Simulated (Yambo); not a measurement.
NaF (Villiaumite) in Yambo: convergence with bands in self energy

Crystal: NaF (Villiaumite).

```
Na F
1.0
     0.00000    2.32000    2.32000
     2.32000    0.00000    2.32000
     2.32000    2.32000    0.00000
Na F
1 1
Direct
  0.00000 0.00000 0.00000
  0.50000 0.50000 0.50000
```

```yaml
Program: Yambo 5.3.0
Task: G0W0 quasiparticle levels
Functional: LDA
Potentials_or_basis: PseudoDojo 0.4.1 SR LDA standard
Cutoff: 1197 eV
Density_cutoff: 4789 eV
k_mesh: 6 × 6 × 6
Occupations: fixed
Spin: no spin polarisation
k_mesh_of_the_self-consistent_run: 10 × 10 × 10
Form_of_the_LDA: PW92
Random_integration_of_the_Coulomb_term: yes
Direction_of_the_field_or_of_q_to_0: x + y + z
Broadening: 0.1 eV
States_corrected: Γ and the k points of the band edges
Frequency_dependence_of_W: plasmon pole
Terminator_of_the_band_sum_in_the_self-energy: none
Quasiparticle_equation: linearised (Newton)
Imaginary_frequency_of_the_plasmon-pole_fit: 27.2114 eV
Bands_in_the_response: 158
Bands_in_the_self-energy: 28
Cutoff_of_the_response_matrix: 12 Ry
Cutoff_of_exchange_and_Vxc: 88 Ry
Bands_corrected_first_last: "[6, 10]"
```

These are the settings of the first run; the series varies bands in self energy, with any setting tied to it.

```csv
bands in self energy,quasiparticle gap at the points computed (eV)
28,10.378
48,10.561
158,10.793
```

Not settled before the last step: the quasiparticle gap at the points computed (to 0.05 eV). The tightest run that finished is the yardstick and may itself not be fully converged.

Caveat, for the tightest run too: this version prints the column dSc/dw multiplied by 27.2.
